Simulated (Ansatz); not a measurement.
**Y2COF MXene monolayer in a perpendicular field**

Wanted: the out-of-plane response of the Y2COF MXene monolayer. A positive field points along +c.

Program: Ansatz 0.2.0. Level of theory: plane-wave DFT, PBE-D3(BJ), Ansatz PAW. Results are calculated unless marked as measured.

## (1) Starting point

The cell holds 5 atoms: 1 F, 2 Y, 1 C and 1 O. Its edges and angles: a = 3.478 Å, b = 3.478 Å, c = 41.184 Å, α = 90.0°, β = 90.0°, γ = 120.0°. Vacuum lies along c.

## (2) Relaxation

The starting cell is a guess, so the in-plane lattice and the atoms are relaxed first, with the slab cut off from its images along the normal.

File input.yaml:

```yaml
crystal:
  lattice:
    - [3.47776, 0.0, 0.0]
    - [-1.73888, 3.0118285083, 0.0]
    - [0.0, 0.0, 41.1837308305]
  atoms:
    - { symbol: F, position: [0.3333333333, 0.6666666667, 0.4382798653] }
    - { symbol: "Y", position: [0.6666666667, 0.3333333333, 0.4645082543], spin: 1.0 }
    - { symbol: C, position: [0.0, 0.0, 0.4978280001] }
    - { symbol: "Y", position: [0.3333333333, 0.6666666667, 0.5311477458], spin: 1.0 }
    - { symbol: O, position: [0.6666666667, 0.3333333333, 0.5617201347] }
  periodic: [true, true, false]
magnetization:
  spin_polarized: true
kpoints:
  mp_grid: { grid: [12, 12, 1] }
hamiltonian:
  xc: pbe
  dispersion: d3bj
scf:
  occupations: { method: fermi_dirac, width: 0.05 }
  convergence: { dr2_threshold: 1.0e-09 }
relax:
  f_tol: 0.004
  max_steps: 90
  cell: {}
output:
  write_potential: true
  write_density: true
  volumetric_format: npy
```

The run is started by

```
ansatz run input.yaml --threads 2 --pin off --max-ram 3072MiB --backend cpu --events-out ev --progress --plain --runs-dir out
```

Numbers of over 12 decimals in the logs are rounded to 6 here.

The program printed:

```text
Warning: relax.cell: scf.convergence.dr2_threshold = 1e-9 eV is looser than the 2.1976192814e-10 eV advised for a relaxation that steers and ends on the stress (1e-10 eV for each atom of the cell: 5, times the square of relax.cell.stress_2d_tol = 0.05 N/m over 15.1 Å (the atoms' height at the walk's start and 5 Å past either face), 3.315e-2 GPa, over a crystal's default 0.05). What an SCF threshold leaves in a stress goes as its square root, and in the free energy as the threshold itself, and one threshold admits the most on a small cell: [figures from the program's tests cut] Set scf.convergence.dr2_threshold to 2.1976192814e-10 eV or tighter. [rest of the remark cut]
Engine: ansatz 0.2.0, x86_64-unknown-linux-gnu
Pseudopotentials: kind: paw
Pseudopotential: F, paw, valence charge 7, recommended cutoff 420 eV (normal), F.paw.azcp
Pseudopotential: Y, paw, valence charge 11, recommended cutoff 420 eV (normal), Y.paw.azcp
Pseudopotential: C, paw, valence charge 4, recommended cutoff 420 eV (normal), C.paw.azcp
Pseudopotential: O, paw, valence charge 6, recommended cutoff 420 eV (normal), O.paw.azcp
Functional definition: PBE
  parameter kappa = 0.804
  parameter beta = 0.066725
  exchange = pbe_x(kappa = kappa, mu = beta*pi^2/3)
  correlation = pbe_c(beta = beta)
Crystal: 5 atoms, lattice volume = 431.376 Å³
Basis set: ecut = 420 eV, 8411 PW (Γ), exchange–correlation on 48×48×576 points (8 copies of the dense FFT grid, shifted against one another)
Bands: 26, of which v1, the nominal top of the filled ones, is band 20 counted from 1 (19 counted from 0)
Symmetry: 6 space group operations
Space group: P3m1 (ITA 156), of the structure as read, at distance tolerance 7.6e-5 Å
Magnetic group: BNS 156.49 (UNI 1279), of the structure as read, at distance tolerance 7.6e-5 Å
k-points: 19 of 144 (time reversal used)
Non-local potential: F, projectors of the file, l = 0: 2, l = 1: 2, l = 2: 1
Non-local potential: Y, projectors of the file, l = 0: 3, l = 1: 2, l = 2: 2, l = 3: 1
Non-local potential: C, projectors of the file, l = 0: 2, l = 1: 2, l = 2: 1
Non-local potential: O, projectors of the file, l = 0: 2, l = 1: 2, l = 2: 1
PAW form: soft (Blöchl's): semilocal exchange-correlation on the pseudo side does not see the compensation charge
PAW one-centre angular grid: F, 110 points (default); XC on 64 Gauss nodes
PAW one-centre angular grid: Y, 590 points (default); XC on 64 Gauss nodes
PAW one-centre angular grid: C, 110 points (default); XC on 64 Gauss nodes
PAW one-centre angular grid: O, 110 points (default); XC on 64 Gauss nodes
Initial density: superposition of atomic densities (neutral atoms: chi_scale 0, normalization atom)
Starting moments: Σ|m| = 2 μB on 2 of 5 sites
Initial wavefunctions: pseudopotential atomic-orbital guess
Functional: x = pbe(κ = 0.804, μ = 0.219515), c = pbe(β = 0.066725)
SCF iter   1: F=—  HF=-9332.634355 eV  |F-HF|=—  |Δ(HF+E_count)|=         —  Δρ=3.04e-2 (↑3.04e-2 ↓2.12e-2)  dr2=2.06e1  dr2_m=2.20e-1  M=0.828 μB ∫|m|=0.852 μB  β_m=0.30  ethr=3.10e-3  ⟨swp⟩=12.4  Hψ=7179  notcnv=0
Mixer restart at iter 1: flushing history
preconditioner: auto → LDOS  [metal: Δε(μ)=0.006 eV  Ē_g=16.521 eV  σ=0.050 eV  W_gap=0.03  n_scr=22 (ndim 8)  ℏωp=10.6 eV  f_vac=0.786  D(μ)=7.48/eV (n_scr^D=22)]
spin=Collinear: LDOS preconditioning applied to the charge; magnetization (m = ρ↑ − ρ↓) channel mixes plain (no charge-response kernel on spin).
SCF iter   2: F=—  HF=-9330.906972 eV  |F-HF|=—  |Δ(HF+E_count)|=    1.73e0  Δρ=2.40e-2 (↑2.40e-2 ↓1.56e-2)  dr2=1.37e1  dr2_m=1.23e-1  M=0.851 μB ∫|m|=0.866 μB  β_m=0.56  ethr=3.10e-3  ⟨swp⟩=3.7  Hψ=2351  notcnv=0  defer=64
SCF iter   3: F=—  HF=-9328.897889 eV  |F-HF|=—  |Δ(HF+E_count)|=    2.01e0  Δρ=1.24e-2 (↑1.24e-2 ↓9.41e-3)  dr2=4.05e0  dr2_m=2.94e-2  M=0.938 μB ∫|m|=0.943 μB  β_m=0.66  ethr=3.10e-3  ⟨swp⟩=7.2  Hψ=2642  notcnv=0  defer=77
SCF iter   4: F=—  HF=-9328.428318 eV  |F-HF|=—  |Δ(HF+E_count)|=   4.70e-1  Δρ=6.93e-3 (↑3.65e-3 ↓6.93e-3)  dr2=6.25e-1  dr2_m=2.58e-2  M=0.983 μB ∫|m|=1.081 μB  β_m=0.82  ethr=3.10e-3  ⟨swp⟩=7.5  Hψ=2857  notcnv=0  defer=85
SCF iter   5: F=—  HF=-9328.477629 eV  |F-HF|=—  |Δ(HF+E_count)|=   4.93e-2  Δρ=3.25e-3 (↑1.88e-3 ↓3.25e-3)  dr2=3.42e-1  dr2_m=2.40e-3  M=0.983 μB ∫|m|=1.069 μB  β_m=0.91  ethr=1.60e-3  ⟨swp⟩=4.7  Hψ=2022  notcnv=0  defer=62
SCF iter   6: F=—  HF=-9328.471139 eV  |F-HF|=—  |Δ(HF+E_count)|=   6.49e-3  Δρ=1.55e-3 (↑1.55e-3 ↓1.43e-3)  dr2=3.01e-2  dr2_m=2.22e-3  M=0.948 μB ∫|m|=1.029 μB  β_m=0.79  ethr=8.78e-4  ⟨swp⟩=3.5  Hψ=1619  notcnv=0  defer=55
SCF iter   7: F=—  HF=-9328.469813 eV  |F-HF|=—  |Δ(HF+E_count)|=         —  Δρ=8.63e-4 (↑5.40e-4 ↓8.63e-4)  dr2=1.50e-3  dr2_m=1.77e-3  M=0.934 μB ∫|m|=1.008 μB  β_m=0.79  ethr=7.73e-5  ⟨swp⟩=4.1  Hψ=2312  notcnv=0  defer=65
SCF iter   8: F=—  HF=-9328.469936 eV  |F-HF|=—  |Δ(HF+E_count)|=   1.23e-4  Δρ=4.15e-4 (↑2.33e-4 ↓4.15e-4)  dr2=1.41e-3  dr2_m=3.11e-4  M=0.935 μB ∫|m|=1.006 μB  β_m=0.89  ethr=3.84e-6  ⟨swp⟩=3.7  Hψ=2147  notcnv=0  defer=71
SCF iter   9: F=—  HF=-9328.470047 eV  |F-HF|=—  |Δ(HF+E_count)|=   1.11e-4  Δρ=1.96e-4 (↑4.71e-5 ↓1.96e-4)  dr2=9.50e-4  dr2_m=3.51e-5  M=0.936 μB ∫|m|=1.005 μB  β_m=0.95  ethr=3.63e-6  ⟨swp⟩=3.2  Hψ=1487  notcnv=0  defer=69
SCF iter  10: F=—  HF=-9328.470077 eV  |F-HF|=—  |Δ(HF+E_count)|=   2.96e-5  Δρ=1.20e-4 (↑3.14e-5 ↓1.20e-4)  dr2=3.96e-4  dr2_m=8.99e-6  M=0.937 μB ∫|m|=1.006 μB  β_m=0.97  ethr=2.44e-6  ⟨swp⟩=3.1  Hψ=1329  notcnv=0  defer=65
SCF iter  11: F=—  HF=-9328.470080 eV  |F-HF|=—  |Δ(HF+E_count)|=   3.24e-6  Δρ=5.23e-5 (↑1.68e-5 ↓5.23e-5)  dr2=7.40e-5  dr2_m=1.78e-6  M=0.938 μB ∫|m|=1.006 μB  β_m=0.99  ethr=1.02e-6  ⟨swp⟩=2.4  Hψ=1323  notcnv=0  defer=58
SCF iter  12: F=—  HF=-9328.470088 eV  |F-HF|=—  |Δ(HF+E_count)|=   7.76e-6  Δρ=1.55e-5 (↑1.55e-5 ↓1.09e-5)  dr2=3.02e-6  dr2_m=5.14e-7  M=0.938 μB ∫|m|=1.006 μB  β_m=0.95  ethr=1.90e-7  ⟨swp⟩=3.0  Hψ=1623  notcnv=0  defer=59
SCF iter  13: F=—  HF=-9328.470088 eV  |F-HF|=—  |Δ(HF+E_count)|=   6.80e-8  Δρ=4.11e-6 (↑3.77e-6 ↓4.11e-6)  dr2=2.82e-7  dr2_m=4.12e-8  M=0.938 μB ∫|m|=1.006 μB  β_m=0.92  ethr=7.74e-9  ⟨swp⟩=3.4  Hψ=1904  notcnv=0  defer=55
SCF iter  14: F=—  HF=-9328.470088 eV  |F-HF|=—  |Δ(HF+E_count)|=   1.15e-7  Δρ=1.88e-6 (↑1.80e-6 ↓1.88e-6)  dr2=3.42e-8  dr2_m=7.51e-9  M=0.938 μB ∫|m|=1.006 μB  β_m=0.88  ethr=7.22e-10  ⟨swp⟩=3.2  Hψ=1974  notcnv=0  defer=52
[...]
relax step   9: F+E_penalty+E_count = -9329.92538923 eV  Δ(F+E_penalty+E_count) = +1.604e-4 eV  max|allowed force component| = 1.509e-3 eV/Å  Δτ_max = 0.0020 Å  P = +0.020 N/m  Ω = 446.441 Å³  energy of the carried Pulay correction = -2.374e-4 eV  fix = [c, alpha, beta]  reactions: c +0.000 N/m  (7 SCF iters, accepted)
iter 1 solved again at ethr=5.98e-8 eV; its pass at ethr=3.10e-3 eV (dr2=2.33e-5 eV) is discarded
SCF iter   1: F=—  HF=-9329.925264 eV  |F-HF|=—  |Δ(HF+E_count)|=         —  Δρ=4.38e-6 (↑4.38e-6 ↓4.29e-6)  dr2=1.88e-8  dr2_m=2.15e-10  M=1.000 μB ∫|m|=1.032 μB  β_m=0.65  ethr=5.98e-8  ⟨swp⟩=7.6  Hψ=11918  notcnv=0
preconditioner: auto → LDOS  [metal: Δε(μ)=0.033 eV  Ē_g=15.098 eV  σ=0.050 eV  W_gap=0.16  n_scr=22 (ndim 8)  ℏωp=10.1 eV  f_vac=0.804  D(μ)=1.32/eV (n_scr^D=8)]
spin=Collinear: LDOS preconditioning applied to the charge; magnetization (m = ρ↑ − ρ↓) channel mixes plain (no charge-response kernel on spin).
SCF iter   2: F=—  HF=-9329.925528 eV  |F-HF|=—  |Δ(HF+E_count)|=   2.64e-4  Δρ=1.67e-6 (↑1.67e-6 ↓1.60e-6)  dr2=9.49e-9  dr2_m=3.85e-11  M=1.000 μB ∫|m|=1.032 μB  β_m=0.45  ethr=4.82e-11  ⟨swp⟩=4.7  Hψ=3124  notcnv=0
SCF iter   3: F=—  HF=-9329.925539 eV  |F-HF|=—  |Δ(HF+E_count)|=   1.15e-5  Δρ=1.11e-6 (↑1.11e-6 ↓1.07e-6)  dr2=1.94e-9  dr2_m=2.57e-11  M=1.000 μB ∫|m|=1.032 μB  β_m=0.58  ethr=2.43e-11  ⟨swp⟩=2.1  Hψ=1466  notcnv=0
iter 4 met the thresholds in force, and the SCF goes on: an eigenvalue changes by 11.66 meV, over its tolerance of 0.05 meV (output.eigenvalues, Limitations)
SCF iter   4: F=-9329.925562 eV  HF=-9329.925560 eV  |F-HF|=1.54e-6  |Δ(HF+E_count)|=   2.07e-5  Δρ=1.78e-7 (↑1.78e-7 ↓1.71e-7)  dr2=2.09e-10  dr2_m=7.26e-12  M=1.000 μB ∫|m|=1.032 μB  β_m=0.72  ethr=2.56e-12  ⟨swp⟩=15.2  Hψ=8507  notcnv=0
iter 5 met the thresholds in force, and the SCF goes on: an eigenvalue changes by 4.22 meV, over its tolerance of 0.05 meV (output.eigenvalues, Limitations)
SCF iter   5: F=-9329.925562 eV  HF=-9329.925562 eV  |F-HF|=2.48e-8  |Δ(HF+E_count)|=   1.51e-6  Δρ=4.49e-8 (↑4.49e-8 ↓2.12e-8)  dr2=1.56e-11  dr2_m=1.57e-12  M=1.000 μB ∫|m|=1.032 μB  β_m=1.00  ethr=1.00e-12  ⟨swp⟩=9.4  Hψ=6250  notcnv=0
Mixer restart at iter 5: flushing history
iter 6 met the thresholds in force, and the SCF goes on: an eigenvalue changes by 0.08 meV, over its tolerance of 0.05 meV (output.eigenvalues, Limitations)
SCF iter   6: F=-9329.925562 eV  HF=-9329.925562 eV  |F-HF|=1.66e-10  |Δ(HF+E_count)|=   2.49e-8  Δρ=8.47e-8 (↑5.61e-8 ↓8.47e-8)  dr2=2.25e-10  dr2_m=1.12e-12  M=1.000 μB ∫|m|=1.032 μB  β_m=1.00  ethr=1.00e-12  ⟨swp⟩=8.3  Hψ=5887  notcnv=0  κ⁻¹=1.0e0(r=1)
SCF iter   7: F=-9329.925562 eV  HF=-9329.925562 eV  |F-HF|=1.82e-12  |Δ(HF+E_count)|=  6.91e-11  Δρ=1.69e-8 (↑1.66e-8 ↓1.69e-8)  dr2=1.99e-11  dr2_m=6.30e-14  M=1.000 μB ∫|m|=1.032 μB  ethr=1.00e-12  ⟨swp⟩=6.2  Hψ=5168  notcnv=0
SCF 10 converged in 7 iterations: F = -9329.925562 eV  dr2 = 1.99e-11
relax step  10: F+E_penalty+E_count = -9329.92556161 eV  Δ(F+E_penalty+E_count) = -1.724e-4 eV  max|allowed force component| = 1.523e-3 eV/Å  Δτ_max = 0.0000 Å  P = +0.022 N/m  Ω = 446.441 Å³  fix = [c, alpha, beta]  reactions: c +0.000 N/m  stress off target by 2.19e-2 N/m on what of the cell is left free  SCF on the basis re-selected at this cell (its energy is not comparable with the rows above)  (7 SCF iters)
basis re-selected at this cell: Δ(F+E_penalty+E_count) = -1.724e-4 eV, ΔP = +0.002 N/m vs the last step (what re-selecting the basis moved, of the pressure what is left beyond the Pulay correction that the steps carried, after the strain that the cell walked since its last selection, with what the two solves' SCF thresholds leave and, on support functions, any second-order correction that the steps lacked; it is no m [...]
WARN: The output density's exchange-correlation potential varies sharply where the density is thin. Do not read a vacuum level from v_tot or v_xc, or from such a field of the output density. On a cell that repeats whose density bears no net charge and no dipole along the vacuum's axis use v_es (v_loc + v_h of the components); under efield.dipole_correction with no amplitude use v_es + v_field, which holds any externa [...]
SCF converged after 7 iterations
an eigenvalue changed by more than its tolerance at an iteration that met the thresholds in force, so the SCF went on 3 times, its first undamped step at iteration 5: the last check found none over its tolerance
Magnetization: 0.9996 μB (19.9998 up, 19.0002 down)
Absolute magnetization: 1.0318 μB (∫|ρ↑−ρ↓|, with the PAW one-centre terms)
Spin contamination: 0.0080 ħ² per cell (⟨S²⟩ above its minimum at these occupations)
Per-site moments (μB) at R_I (Å): [(0.010385, 0.978251), (0.061066, 0.978251), (0.627204, 0.995747), (0.00470183, 0.893503), (0.044468, 0.893503)]
Free energy (F): -9329.925562 eV
Harris-Foulkes:  -9329.925562 eV  (|F-HF|=1.82e-12)
Internal energy: -9329.914414 eV  (E = F + TS)
E sigma→0 (E₀):  -9329.919988 eV
Entropy (-TS):   -0.011147 eV (-2.229 meV/atom)
Fermi energy:    -5.072365 eV
--- Per-component energies (eV) ---
  E_band       = -765.743300
  E_kinetic    = 1080.788551
  E_local      = -104699.915139  (includes V_loc(G=0)·N_el)
  E_nonlocal   = 247.647284
  E_hartree    = 51738.312542
  E_xc         = -550.771385
  E_vxc        = -657.229348  (∫ρ·V_xc dr)
  E_paw        = -6107.548261  (= ΣΔE_a)
  E_vpaw       = -213.664289  (= ΣTr[D̂ρ^β])
  E_aug_tail   = 0.004519  (compensation charges beyond the density's cutoff)
  E_ewald      = 48962.340876
  E_disp       = -0.773400  (pairwise vdW)
  E_smearing   = -0.011147  (= −TS)
  E_closure    = -0.000000  (closes the sum)
  Σ components = -9329.925562   (vs F -9329.925562, Δ=0.00e0)
--- Forces (eV/Å), atoms counted from 1 ---
  atom   1  F      0.00000000     0.00000000    -0.00152275
  atom   2  Y      0.00000000    -0.00000000     0.00118739
  atom   3  C      0.00000000    -0.00000000    -0.00024859
  atom   4  Y     -0.00000000    -0.00000000    -0.00071205
  atom   5  O      0.00000000     0.00000000     0.00129526
  max |Σ_I F_I| component: 7.44e-7 eV/Å
--- 2D stress c σ (N/m, compression-positive) ---
        0.021946      -0.000000      -0.000000
       -0.000000       0.021946      -0.000000
       -0.000000      -0.000000       0.000000
  P = ½ c Tr σ = 0.0219 N/m
--- Band table (eV; the first three rows and the last of 38) ---
  k-point 0 ↑: bands = [... 16 lower, -7.8491, -6.1783, -5.3512, -5.3512, -2.0062, -1.2332, -1.2332, -1.0782, ... 2 higher]
  k-point 1 ↑: bands = [... 16 lower, -7.7738, -6.1326, -5.5126, -5.3863, -1.9435, -1.3044, -1.1363, -1.0226, ... 2 higher]
  k-point 2 ↑: bands = [... 16 lower, -7.6352, -6.2326, -5.6783, -5.4713, -1.9759, -1.2742, -0.9867, -0.8541, ... 2 higher]
  k-point 18 ↓: bands = [... 16 lower, -7.2661, -6.2970, -5.6129, -5.1829, -1.4982, -0.7070, -0.3526, -0.1894, ... 2 higher]
  the weakly bound empty levels are not read free of the cell's end (no_gap_told)
--- Relaxed structure (8 steps of the walk, 8 accepted, 2 SCFs on fresh bases) ---
  F+E_penalty+E_count = -9329.92556161 eV   max|allowed force component| = 1.523e-3 eV/Å   (the final SCF, on the basis selected at the relaxed cell)
  cell:  # Å, volume = 446.4411 Å³
    - [3.537968, 0, 0]
    - [-1.768984, 3.063970, 0]
    - [0, 0, 41.1837308305]
  atoms:
    - { symbol: F, position: [0.333333, 0.666667, 0.435351] }
    - { symbol: Y, position: [0.666667, 0.333333, 0.464606] }
    - { symbol: C, position: [-1.7421442838699314e-18, 0, 0.495840] }
    - { symbol: Y, position: [0.333333, 0.666667, 0.540093] }
    - { symbol: O, position: [0.666667, 0.333333, 0.557593] }
```

Wall time 2.2 min (2 threads of Intel Xeon 6975P-C (Granite Rapids), shared host); peak memory 0.93 GiB; 4.4 min of CPU time.

Relaxation path:

| step | energy less that of the first step (eV) | largest force component (eV/Å) | volume (Å³) |
| --- | --- | --- | --- |
| 1 | 0.0000 | 4.9669 | 431.38 |
| 2 | -1.0860 | 2.7456 | 434.26 |
| 3 | -1.3579 | 1.1299 | 436.00 |
| 4 | -1.4464 | 0.1386 | 443.69 |
| 5 | -1.4475 | 0.0837 | 445.85 |
| 6 | -1.4480 | 0.0395 | 445.82 |
| 7 | -1.4481 | 0.0036 | 445.84 |
| 8* | -1.4555 | 0.0038 | 445.84 |
| 9 | -1.4553 | 0.0015 | 446.44 |
| 10* | -1.4555 | 0.0015 | 446.44 |

Relaxation steps marked * repeat the geometry before them on a plane-wave basis chosen anew for their cell, so energy and pressure can jump there.

Forces are held to the 6 operations that the run works with; a distortion that breaks them can't arise in this run.

| cell as run | before | after | change |
| --- | --- | --- | --- |
| a (Å) | 3.478 | 3.538 | +1.7 % |
| b (Å) | 3.478 | 3.538 | +1.7 % |

The atoms that moved most (Å, along periodic axes as changes of fractional coordinates times the final cell, across vacuum about the mean position):

| atom | dx | dy | dz | length |
| --- | --- | --- | --- | --- |
| Y4 | 0.000 | 0.000 | 0.368 | 0.368 |
| O5 | 0.000 | 0.000 | -0.170 | 0.170 |
| F1 | 0.000 | 0.000 | -0.121 | 0.121 |
| C3 | 0.000 | 0.000 | -0.082 | 0.082 |

Final coordinates:

```cif
data_structure
_symmetry_space_group_name_H-M 'P 1'
_symmetry_Int_Tables_number 1
_cell_length_a 3.5380
_cell_length_b 3.5380
_cell_length_c 41.1837
_cell_angle_alpha 90.000
_cell_angle_beta 90.000
_cell_angle_gamma 120.000
_cell_volume 446.44
loop_
_atom_site_label
_atom_site_type_symbol
_atom_site_fract_x
_atom_site_fract_y
_atom_site_fract_z
_atom_site_occupancy
F1 F 0.33333 0.66667 0.43535 1
Y2 Y 0.66667 0.33333 0.46461 1
C3 C 0.00000 0.00000 0.49584 1
Y4 Y 0.33333 0.66667 0.54009 1
O5 O 0.66667 0.33333 0.55759 1
```

This step gave:

```
energy at zero smearing : -9329.9200 eV
total moment            : 0.9996 μB
site moments            : 0.01039, 0.06107, 0.6272, 0.004702, 0.04447 μB
```

Site moment by atom:

| atom | site moment (μB) |
| --- | --- |
| F1 | 0.010 |
| Y2 | 0.061 |
| C3 | 0.627 |
| Y4 | 0.005 |
| O5 | 0.044 |

The lattice constant a goes from 3.478 to 3.538 Å.

(Part 1 of 2 ends here.)

[Logs are printed without paths, hosts, clocks, repeated set-up lines and the standing remarks that a program may print on its own settings, such as how far it seeks lower states.]

[Hosts, paths, dates, database ids (printed as entryN), source tags and the programs' standing remarks are cut or masked in the printed files.]

[Maps of the electrostatic potential energy from Ansatz leave out the sawtooth potential of an applied field or a dipole correction, so their vacuum need not be flat; planar profiles and work functions include it.]
